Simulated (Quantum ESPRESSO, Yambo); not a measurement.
**CuCl (Nantokite): G0W0 in Yambo against the screening cutoff**

Wanted: the cheapest screening cutoff that holds the gap of CuCl (Nantokite).

Main program and level: Yambo 5.3.0; PBE and many-body steps on it, plane waves.

Report form: the programs' logs are mostly left out.

The database entry behind the starting cell differs from later determinations by our own check (0.1 to 0.3 % short, probably kX units), so it need not match the best structure at ambient conditions.

In doubt: a PseudoDojo file used here is known to give poor structures and forces, which bears on pressures, cells, forces and phonons.

## Step 1: Set-up

Symmetry: F-43m, No. 216, cubic system. The conventional cell has a = 5.406 Å, b = 5.406 Å, c = 5.406 Å, α = 90.00°, β = 90.00°, γ = 90.00°. Nearest to Cu lie 4 Cl at 2.34 Å. Nearest to Cl lie 4 Cu at 2.34 Å. Farther neighbours and most contacts between anions are not listed.

As a file:

```xyz
2
Lattice="0.0000 2.7028 2.7028 2.7028 0.0000 2.7028 2.7028 2.7028 0.0000" Properties=species:S:1:pos:R:3 pbc="T T T"
Cu    0.0000    0.0000    0.0000
Cl    1.3514    1.3514    1.3514
```

The cell and positions come from the Crystallography Open Database and are kept as given unless a step says otherwise.

## Step 2: 3.25 Ha

This step: Yambo 5.3.0; G0W0 on PBE, plane waves, norm-conserving pseudopotentials.

Now the one-shot GW correction: screening in the RPA, then the self-energy of the levels asked for.

The input, gw7.in:

```
HF_and_locXC
gw0
dyson
ppa
em1d
rim_cut
RandQpts= 1000000
RandGvec= 1 RL
EXXRLvcs= 84 Ry
VXCRLvcs= 336 Ry
Chimod= "HARTREE"
% BndsRnXp
 1 | 130 |
%
NGsBlkXp= 6.5 Ry
% LongDrXp
 1 | 1 | 1 |
%
% GbndRnge
 1 | 130 |
%
DysSolver= "n"
ExtendOut
PPAPntXp= 27.21138 eV
% QPkrange
 1 | 1 | 12 | 15 |
%
```

Command:

```bash
$ OMP_NUM_THREADS=1 mpirun -n 4 yambo -F gw7.in -J gw7 -C gw7 > gw7.log
```

It took 49 s on 4 MPI ranks of Arm Neoverse V1, shared host; peak memory 1.6 GiB; 3.2 min of CPU time.

Numbers from this step:

```yaml
g0w0_gap_on_the_points_computed: 1.335 eV
starting_gap_on_the_mesh: 0.5333 eV
k_of_the_valence_top: 0, 0, 0
k_of_the_conduction_bottom: 0, 0, 0
least_direct_g0w0_gap_on_the_computed_points: 1.335 eV
z_at_the_valence_top: 0.7531
z_at_the_conduction_bottom: 0.8180
```

The gap on the mesh goes from 0.53 eV to 1.33 eV, a correction of +0.80 eV.

## Step 3: 5.25 Ha

The input, gw8.in:

```
HF_and_locXC
gw0
dyson
ppa
em1d
rim_cut
RandQpts= 1000000
RandGvec= 1 RL
EXXRLvcs= 84 Ry
VXCRLvcs= 336 Ry
Chimod= "HARTREE"
% BndsRnXp
 1 | 130 |
%
NGsBlkXp= 10.5 Ry
% LongDrXp
 1 | 1 | 1 |
%
% GbndRnge
 1 | 130 |
%
DysSolver= "n"
ExtendOut
PPAPntXp= 27.21138 eV
% QPkrange
 1 | 1 | 12 | 15 |
%
```

Command:

```bash
$ OMP_NUM_THREADS=1 mpirun -n 4 yambo -F gw8.in -J gw8 -C gw8 > gw8.log
```

Run time: 65 s. Hardware: 4 MPI ranks; peak memory 1.6 GiB; 4.3 min of CPU time.

This step gave:

* G0W0 gap on the points computed: 1.174 eV
* starting gap on the mesh: 0.5333 eV
* k of the valence top: 0, 0, 0
* k of the conduction bottom: 0, 0, 0
* least direct G0W0 gap on the computed points: 1.174 eV
* Z at the valence top: 0.7461
* Z at the conduction bottom: 0.8159

Against the run before, the gap moves by −0.160 eV.

## Step 4: 10.5 Ha

The input, gw9.in:

```
HF_and_locXC
gw0
dyson
ppa
em1d
rim_cut
RandQpts= 1000000
RandGvec= 1 RL
EXXRLvcs= 84 Ry
VXCRLvcs= 336 Ry
Chimod= "HARTREE"
% BndsRnXp
 1 | 130 |
%
NGsBlkXp= 21 Ry
% LongDrXp
 1 | 1 | 1 |
%
% GbndRnge
 1 | 130 |
%
DysSolver= "n"
ExtendOut
PPAPntXp= 27.21138 eV
% QPkrange
 1 | 1 | 12 | 15 |
%
```

Command:

```bash
$ OMP_NUM_THREADS=1 mpirun -n 4 yambo -F gw9.in -J gw9 -C gw9 > gw9.log
```

Run time: 3.2 min. Hardware: 4 MPI ranks; peak memory 1.6 GiB.

This step gave:

| Property | Result |
| --- | --- |
| G0W0 gap on the points computed | 1.110 eV |
| starting gap on the mesh | 0.5333 eV |
| k of the valence top | 0, 0, 0 |
| k of the conduction bottom | 0, 0, 0 |
| least direct G0W0 gap on the computed points | 1.110 eV |

Against the run before, the gap moves by −0.064 eV.

## Step 5: 13 Ha

The input, gw10.in:

```
HF_and_locXC
gw0
dyson
ppa
em1d
rim_cut
RandQpts= 1000000
RandGvec= 1 RL
EXXRLvcs= 84 Ry
VXCRLvcs= 336 Ry
Chimod= "HARTREE"
% BndsRnXp
 1 | 130 |
%
NGsBlkXp= 26 Ry
% LongDrXp
 1 | 1 | 1 |
%
% GbndRnge
 1 | 130 |
%
DysSolver= "n"
ExtendOut
PPAPntXp= 27.21138 eV
% QPkrange
 1 | 1 | 12 | 15 |
%
```

Command:

```bash
$ OMP_NUM_THREADS=1 mpirun -n 4 yambo -F gw10.in -J gw10 -C gw10 > gw10.log
```

Wall time 5.9 min (4 MPI ranks); peak memory 1.6 GiB.

Numbers from this step:

```
G0W0 gap on the points computed              : 1.096 eV
starting gap on the mesh                     : 0.5333 eV
k of the valence top                         : 0, 0, 0
k of the conduction bottom                   : 0, 0, 0
least direct G0W0 gap on the computed points : 1.096 eV
```

Against the run before, the gap moves by −0.015 eV.

## Step 6: 16.25 Ha

The input, gw11.in:

```
HF_and_locXC
gw0
dyson
ppa
em1d
rim_cut
RandQpts= 1000000
RandGvec= 1 RL
EXXRLvcs= 84 Ry
VXCRLvcs= 336 Ry
Chimod= "HARTREE"
% BndsRnXp
 1 | 130 |
%
NGsBlkXp= 32.5 Ry
% LongDrXp
 1 | 1 | 1 |
%
% GbndRnge
 1 | 130 |
%
DysSolver= "n"
ExtendOut
PPAPntXp= 27.21138 eV
% QPkrange
 1 | 1 | 12 | 15 |
%
```

Command:

```bash
$ OMP_NUM_THREADS=1 mpirun -n 4 yambo -F gw11.in -J gw11 -C gw11 > gw11.log
```

Run time: 10 min. Hardware: 4 MPI ranks; peak memory 1.7 GiB; 41 min of CPU time.

Numbers from this step:

- G0W0 gap on the points computed: 1.093 eV
- starting gap on the mesh: 0.5333 eV
- k of the valence top: 0, 0, 0
- k of the conduction bottom: 0, 0, 0
- least direct G0W0 gap on the computed points: 1.093 eV

Against the run before, the gap moves by −0.003 eV.

## Step 7: Side by side

Times are wall times on 4 MPI ranks of Arm Neoverse V1, shared host, good to a factor of about two.

```tsv
run	mesh	bands	screening cutoff (eV)	DFT gap (eV)	gap on the mesh (eV)	direct (eV)	time
3.25 Ha	4×4×4	130	88.4	0.533	1.335	1.335	49 s
5.25 Ha	4×4×4	130	142.9	0.533	1.174	1.174	65 s
10.5 Ha	4×4×4	130	285.7	0.533	1.110	1.110	3.2 min
13 Ha	4×4×4	130	353.7	0.533	1.096	1.096	5.9 min
16.25 Ha	4×4×4	130	442.2	0.533	1.093	1.093	10 min
```

## Step 8: Results

```json
{"3.25 Ha": "1.335 eV", "5.25 Ha": "1.174 eV", "10.5 Ha": "1.110 eV", "13 Ha": "1.096 eV", "16.25 Ha": "1.093 eV", "known limits": "not at the basis limit; d shell near the gap, gap tends to lie low; coarse k mesh"}
```

**Reading.** The setting moved: screening cutoff. From 3.25 Ha to 16.25 Ha the gap moves by −0.24 eV, for 13 times the time. It holds to 0.03 eV from 10.5 Ha on. Bands and screening cutoff are coupled, so a series along one setting does not show full convergence. Bands and cutoff are finite, so the gap is not at the basis limit. The miss can reach some tenths of an eV and take either sign; the mesh is an error of its own. In the G0W0 runs levels were corrected at 1 k point alone, so a gap called «on the mesh» is the least over those, and an edge elsewhere would be missed. The 4×4×4 mesh is coarse for this cell, which bears on the long-range parts of exchange and screening. A d shell, filled or nearly so, lies near the gap. One-shot GW converges very slowly in bands there, not always from below, and on a semilocal start the gap tends to come out low; starts rich in exact exchange can overshoot instead.

[Paths, hosts, dates, memory and timing lines, banners, echoed tables and standing remarks are left out of the program output.]

[Logs are printed without paths, hosts, clocks, repeated set-up lines and the standing remarks that a program may print on its own settings, such as how far it seeks lower states.]

[Runs of the session that timed out or met a known fault of the program may be left out.]

[Hosts, paths, dates, database ids (printed as entryN), source tags and the programs' standing remarks are cut or masked in the printed files.]
